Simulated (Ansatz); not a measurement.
# Where Br_N puts its levels in the gap of AlN (P6_3mc)

Aim: at which Fermi levels does Br_N in AlN (P6_3mc) change its charge? The model is a cell of 72 host atoms with 1 N taken out and 1 Br put in.

Program: Ansatz 0.2.0. Level of theory: place-levels on r2SCAN runs: charge-transition levels and formation energies with image-charge correction and potential alignment at the atomic sites; PAW set soft_1. Results are calculated unless marked as measured.

**1. The structure**

The cell holds 72 atoms: 36 Al, 35 N and 1 Br. Its edges and angles: a = 9.320 Å, b = 9.320 Å, c = 9.956 Å, α = 90.0°, β = 90.0°, γ = 120.0°. It derives from AlN (space group P6_3mc). Nearest the centre at fractional (0.556, 0.444, 0.440): Br35 at 0.00 Å, Al26 at 1.89 Å, Al58 at 1.89 Å, Al34 at 1.89 Å, Al33 at 1.90 Å, N28 at 3.07 Å, N32 at 3.07 Å, N60 at 3.07 Å.

As a file:

```xyz
72
Lattice="9.3196 0.0000 0.0000 -4.6598 8.0710 0.0000 0.0000 0.0000 9.9565" Properties=species:S:1:pos:R:3 pbc="T T T"
Al    1.5533    0.8968    2.4852
Al    0.0000    1.7936    4.9743
N     1.5533    0.8968    4.3848
N     0.0000    1.7936    1.8957
Al    1.5533    0.8968    7.4634
Al    0.0000    1.7936    9.9525
N     1.5533    0.8968    9.3631
N     0.0000    1.7936    6.8739
Al    0.0000    3.5871    2.4852
Al   -1.5533    4.4839    4.9743
N     0.0000    3.5871    4.3848
N    -1.5533    4.4839    1.8957
Al    0.0000    3.5871    7.4634
Al   -1.5533    4.4839    9.9525
N     0.0000    3.5871    9.3631
N    -1.5533    4.4839    6.8739
Al   -1.5533    6.2774    2.4852
Al   -3.1065    7.1742    4.9743
N    -1.5533    6.2774    4.3848
N    -3.1065    7.1742    1.8957
Al   -1.5533    6.2774    7.4634
Al   -3.1065    7.1742    9.9525
N    -1.5533    6.2774    9.3631
N    -3.1065    7.1742    6.8739
Al    4.6598    0.8968    2.4852
Al    3.1065    1.7936    4.9743
N     4.6598    0.8968    4.3848
N     3.1065    1.7936    1.8957
Al    4.6598    0.8968    7.4634
Al    3.1065    1.7936    9.9525
N     4.6598    0.8968    9.3631
N     3.1065    1.7936    6.8739
Al    3.1065    3.5871    2.4852
Al    1.5533    4.4839    4.9743
Br    3.1065    3.5871    4.3848
N     1.5533    4.4839    1.8957
Al    3.1065    3.5871    7.4634
Al    1.5533    4.4839    9.9525
N     3.1065    3.5871    9.3631
N     1.5533    4.4839    6.8739
Al    1.5533    6.2774    2.4852
Al    0.0000    7.1742    4.9743
N     1.5533    6.2774    4.3848
N     0.0000    7.1742    1.8957
Al    1.5533    6.2774    7.4634
Al    0.0000    7.1742    9.9525
N     1.5533    6.2774    9.3631
N     0.0000    7.1742    6.8739
Al    7.7663    0.8968    2.4852
Al    6.2130    1.7936    4.9743
N     7.7663    0.8968    4.3848
N     6.2130    1.7936    1.8957
Al    7.7663    0.8968    7.4634
Al    6.2130    1.7936    9.9525
N     7.7663    0.8968    9.3631
N     6.2130    1.7936    6.8739
Al    6.2130    3.5871    2.4852
Al    4.6598    4.4839    4.9743
N     6.2130    3.5871    4.3848
N     4.6598    4.4839    1.8957
Al    6.2130    3.5871    7.4634
Al    4.6598    4.4839    9.9525
N     6.2130    3.5871    9.3631
N     4.6598    4.4839    6.8739
Al    4.6598    6.2774    2.4852
Al    3.1065    7.1742    4.9743
N     4.6598    6.2774    4.3848
N     3.1065    7.1742    1.8957
Al    4.6598    6.2774    7.4634
Al    3.1065    7.1742    9.9525
N     4.6598    6.2774    9.3631
N     3.1065    7.1742    6.8739
```

Screening for the image-charge correction: ε∞ = (4.49, 4.49, 4.72), ε0 = (8.15, 8.15, 9.65), computed on the host (DFPT, PBEsol, on the r2SCAN cell), and a cell off the functional's own equilibrium shifts the ionic part.

The cell's shortest repeat is 9.3 Å.

**2. Charge states**

Levels follow from differences of total energies between charge states, each relaxed by itself.

Each atom starts 0.05 Å or so off its site in a random direction: a symmetric start keeps its symmetry, and would miss off-centre moves and Jahn–Teller distortions. Forces are taken at one point at (¼, ¼, ¼). The cell holds 1 electron more than the neutral one, with a uniform background that keeps it neutral on the whole. The electron count is odd, so at least one spin is unpaired; this run locks the moment at 1 μB.

The sampling was tested on the host first: at the k-points planned (1x1x1 shifted 0.25 0.25 0.25) its energy lies -0.014 eV an atom from the dense-mesh value, under the bound of 0.02 eV set for this test; that bounds the host's error, not the defect's.

One state's input; the others differ in charge, spin, start and seed, and in occupations where the table says so.

qm1_M1.relax/input.yaml

```yaml
crystal:
  lattice:
    - [3.10652185, 3.0e-08, 0.0]
    - [-1.55326095, 2.69032682, 0.0]
    - [0.0, 0.0, 4.97823886]
  atoms:
    - { symbol: Al, position: [0.66666667, 0.33333333, 0.49920333] }
    - { symbol: Al, position: [0.33333333, 0.66666667, 0.99920333] }
    - { symbol: "N", position: [0.66666667, 0.33333333, 0.88079667] }
    - { symbol: "N", position: [0.33333333, 0.66666667, 0.38079667] }
  supercell: [3, 3, 2]
  defects: [{ substitution: { at: 34, symbol: Br } }]
total_charge: -1
basis:
  ecutwfc: 500
  xc_grid: 2
hamiltonian:
  xc: r2scan
  pseudopotentials: { kind: paw, azcp: { folder: soft_1 } }
kpoints:
  mp_grid: { grid: [1, 1, 1], shift: [0.25, 0.25, 0.25] }
magnetization:
  spin_polarized: true
  initial_magnetization: 1
  spin_locking: { lock_magnetization: hard }
scf:
  occupations: { method: fixed }
  max_iter: 80
output:
  forces: true
  charged_corrections: { epsilon: [4.49, 4.49, 4.72], static_epsilon: [8.15, 8.15, 9.65] }
relax:
  f_tol: 0.02
  max_steps: 80
  random_displacement: { amplitude: 0.05, seed: 6615 }
checkpoint:
  write: "../qm1_M1.relax.run"
  compress: false
  write_wavefunctions: true
  write_every: 100000
```

Command:

```sh
$ ansatz run input.yaml --threads 4 --pin off --max-ram 7536MiB --backend cpu --events-out ev --progress --plain --runs-dir out
```

Defect states can disperse in a cell of this size, so the energy is taken again at a 2×2×2 shifted mesh, on the relaxed structure.

The run of this state that the levels use, under r2SCAN:

qm1_M1.point/input.yaml

```yaml
crystal:
  checkpoint: "../qm1_M1.relax.run"
  host: checkpoint
total_charge: -1
basis:
  ecutwfc: 500
  xc_grid: 2
hamiltonian:
  xc: r2scan
  pseudopotentials: { kind: paw, azcp: { folder: soft_1 } }
kpoints:
  mp_grid: { grid: [2, 2, 2], shift: [0.5, 0.5, 0.5] }
magnetization:
  spin_polarized: true
  initial_magnetization: 1
  spin_locking: { lock_magnetization: hard }
scf:
  occupations: { method: fermi_dirac, width: 0.01 }
  max_iter: 80
output:
  forces: true
  eigenvalues: true
  charged_corrections:
    epsilon: [4.49, 4.49, 4.72]
    static_epsilon: [8.15, 8.15, 9.65]
    defect_position: [0.555556, 0.444444, 0.440398]
  eigenstates: { localisation: true }
  populations: true
  efg: {}
checkpoint:
  read: "../qm1_M1.relax.run"
  write: "../qm1_M1.point.run"
  compress: false
  write_wavefunctions: false
  write_every: 100000
```

Relaxations under r2SCAN at one point at (¼, ¼, ¼); times on 4 threads of Arm Neoverse V2, shared host:

| charge | moment (μB) | occupations | outcome | steps | largest displacement against the far atoms (Å) | time |
| --- | --- | --- | --- | --- | --- | --- |
| −1 | 1 | fixed | converged | 15 | 1.02 | 8 min |
| 0 | 0 | fixed | converged | 19 | 0.64 | 3.5 min |
| +1 | 1 | fixed | converged | 15 | 0.83 | 6.9 min |
| +2 | 0 | fixed | converged | 10 | 0.72 | 2 min |

Single points under r2SCAN at a 2×2×2 shifted mesh; times on 4 threads of Arm Neoverse V2, shared host:

```csv
charge,moment (μB),occupations,outcome,time
−1,1,fermi-dirac,converged,3.4 min
0,0,fermi-dirac,converged,74 s
+1,1,fermi-dirac,converged,3.1 min
+2,0,fermi-dirac,converged,78 s
```

Distances (Å) from Br35 to the nearest atoms after relaxation with r2SCAN:

```csv
charge,moment (μB),1.,2.,3.,4.,5.,6.
−1,1,Al 2.21,Al 2.36,Al 2.38,Al 2.41,N 2.77,N 2.77
0,0,Al 2.35,Al 2.35,Al 2.45,Al 2.50,N 3.05,N 3.05
+1,1,Al 2.32,Al 2.35,Al 2.35,Al 2.38,N 2.91,N 2.94
+2,0,Al 2.33,Al 2.33,Al 2.33,Al 2.49,N 3.05,N 3.05
```

**3. Levels against the band edges, r2SCAN**

A charged cell interacts with its images and the background, and its potential has another zero than the host's. place-levels removes the first by a point-charge model, screened by the static dielectric constant since the ions have relaxed around the charge, and the second by comparing potentials at atoms far from the defect.

The host is a run of the defect-free crystal in the same cutoffs, grids and k-points, so that basis and sampling errors cancel in part in the differences. The host is run in a cell of 8 atoms on a matching mesh. Its band edges are searched through the zone by a band path, so the gap is smaller than, or equal to, that on the mesh. Chemical potentials are energies per atom of N (N2 molecule) and Br (solid Br2 (Cmce)), run with the same functional and cutoff.

levels.point.yaml

```yaml
host:
  run: host.point.run
states: [qm1_M1.point.run, q0.point.run, qp1_M1.point.run, qp2.point.run]
geometry_from:
  qm1_M1.point.run: qm1_M1.relax.run
  q0.point.run: q0.relax.run
  qp1_M1.point.run: qp1_M1.relax.run
  qp2.point.run: qp2.relax.run
  host.point.run: host.relax.run
chemical_potentials:
  "N":
    energy: -384.814403
    dataset: "<sha256 of the dataset>"
  Br:
    energy: -2792.869391
    dataset: "<sha256 of the dataset>"
epsilon: [4.49, 4.49, 4.72]
static_epsilon: [8.15, 8.15, 9.65]
vertical:
  - { from: qm1_M1.point.run, to: qm1_M1.point_neutral.run }
  - { from: qp1_M1.point.run, to: qp1_M1.point_neutral.run }
  - { from: qp2.point.run, to: qp2.point_neutral.run }
```

Command:

```sh
$ ansatz place-levels levels.point.yaml -- --threads 4 --pin off --max-ram 7536MiB
```

Numbers of over 12 decimals in the logs are rounded to 6 here.

The log of the run:

```text
[... repeated set-up lines and file paths are left out, and long positions are rounded to six places ...]
(+2/+1) 4.677 eV above the valence edge, 0.200 eV under the conduction edge; not on the lower envelope
(+1/0) 3.613 eV above the valence edge, 1.265 eV under the conduction edge; not on the lower envelope
(0/-1) 5.248 eV above the valence edge, in the conduction band
(+2/0) 4.145 eV above the valence edge, 0.733 eV under the conduction edge: charges between them are lowest nowhere
formation energy of charge +2: +1.318 eV with the Fermi level at the valence edge
formation energy of charge +1: +5.995 eV with the Fermi level at the valence edge
formation energy of charge 0: +9.608 eV with the Fermi level at the valence edge
formation energy of charge -1: +14.855 eV with the Fermi level at the valence edge
vertical -1 to 0: no energy, since no alignment is typed
  the change from vertical[0].from (qm1_M1.point.run) to vertical[0].to (qm1_M1.point_neutral.run): by its potential at epsilon [4.49, 4.49, 4.72] it stands at 0.588 0.488 0.530, with an rms radius of about 2.2 Å (0.9 1.6 1.2 Å across the planes of the cell's [...]
vertical +1 to 0: no energy, since no alignment is typed
  the change from vertical[1].from (qp1_M1.point.run) to vertical[1].to (qp1_M1.point_neutral.run): by its spins about the atoms it stands at 0.441 0.393 0.565, with an rms radius of about 3.2 Å (1.6 1.8 2.1 Å across the planes of the cell's vectors); [...]
vertical +2 to 0: no energy, since no alignment is typed
  the change from vertical[2].from (qp2.point.run) to vertical[2].to (qp2.point_neutral.run): by its potential at epsilon [4.49, 4.49, 4.72] it stands at 0.302 0.698 0.550, with an rms radius of about 4.1 Å (2.5 2.5 2.1 Å across the planes of the cell's [...]
  edges by r2scan, gap 4.878 eV; the host is sampled to repeats of 18.64 Å
  the defect's cells are sampled to repeats of 18.64 Å, like sampling
  charge +2: -35846.0855 eV with its correction of +1.415 eV, at epsilon [8.15, 8.15, 9.65], aligned at sites: +0.1819 eV, mean over 33 atomic sites at or beyond 4.66 Å from the host's site at [0.5554, 0.4446, 0.4403] by the defect at [0.5556, 0.4444, [...]
  charge +1: -35834.4900 eV with its correction of +0.492 eV, at epsilon [8.15, 8.15, 9.65], aligned at sites: +0.2292 eV, mean over 33 atomic sites at or beyond 4.66 Å from the host's site at [0.5554, 0.4446, 0.4403] by the defect at [0.5556, 0.4444, [...]
  charge 0: +0.000 eV for its dipole among its images, +0.000 omitted
  charge -1: -35811.7935 eV with its correction of -0.033 eV, at epsilon [8.15, 8.15, 9.65], aligned at sites: +0.2955 eV, mean over 33 atomic sites at or beyond 4.66 Å from the host's site at [0.5554, 0.4446, 0.4403] by the defect at [0.5556, 0.4444, [...]
  of states[3] (qp2.point.run): it parts from the run at its places by a charge that spreads by about 2.5 Å along one vector (1.4 Å or more is wide), by its potential at epsilon [4.49, 4.49, 4.72], taken for that of held ions (one typed too small widens it), [...]
  of states[2] (qp1_M1.point.run): it parts from the run at its places by a charge that spreads by about 1.8 Å along one vector (1.4 Å or more is wide), by the spins about the atoms, where the cell does not tell a trapped carrier from a band state. [...]
  of states[1] (q0.point.run): its alignment with the host at atomic sites is doubtful: the mean over the far sites moves by +0.0947 eV from their farther parts to their nearer, more than 0.05 eV. [...]
  of states[0] (qm1_M1.point.run): it parts from the run at its places by a charge that spreads by about 1.6 Å along one vector (1.4 Å or more is wide), by its potential at epsilon [4.49, 4.49, 4.72], taken for that of held ions (one typed too small widens [...]
  of vertical[0].from (qm1_M1.point.run): its displacements don't fall off away from the defect: farther atoms stand 0.069 Å off the host's places. [...]
  of vertical[0].to (qm1_M1.point_neutral.run): its displacements don't fall off away from the defect: farther atoms stand 0.069 Å off the host's places. [...]
  of vertical[1].from (qp1_M1.point.run): its displacements don't fall off away from the defect: farther atoms stand 0.042 Å off the host's places. [...]
  of vertical[1].to (qp1_M1.point_neutral.run): its displacements don't fall off away from the defect: farther atoms stand 0.042 Å off the host's places. [...]
  of vertical[2].from (qp2.point.run): its displacements don't fall off away from the defect: farther atoms stand 0.025 Å off the host's places. [...]
  vertical[2].to (qp2.point_neutral.run): levels filled in part (TS 0.009 eV): its energy is of no whole electron's
  of vertical[2].to (qp2.point_neutral.run): its displacements don't fall off away from the defect: farther atoms stand 0.025 Å off the host's places. [...]
```

It took 0.42 s on 4 threads of Arm Neoverse V2, shared host.

(Part 1 of 2 ends here.)

[Logs are printed without paths, hosts, clocks, repeated set-up lines and the standing remarks that a program may print on its own settings, such as how far it seeks lower states.]

[Hosts, paths, dates, database ids (printed as entryN), source tags and the programs' standing remarks are cut or masked in the printed files.]

[Where a table of states has a column of steps, it counts the stored structures, which are thinned; the runs took as many ionic steps or more.]

[A defect's name tells the site on which it was built; relaxed atoms can leave that site.]

[For some hosts the program warned that the k-mesh of the response run may be too coarse for force constants and the static dielectric constant; such warnings are not shown here.]
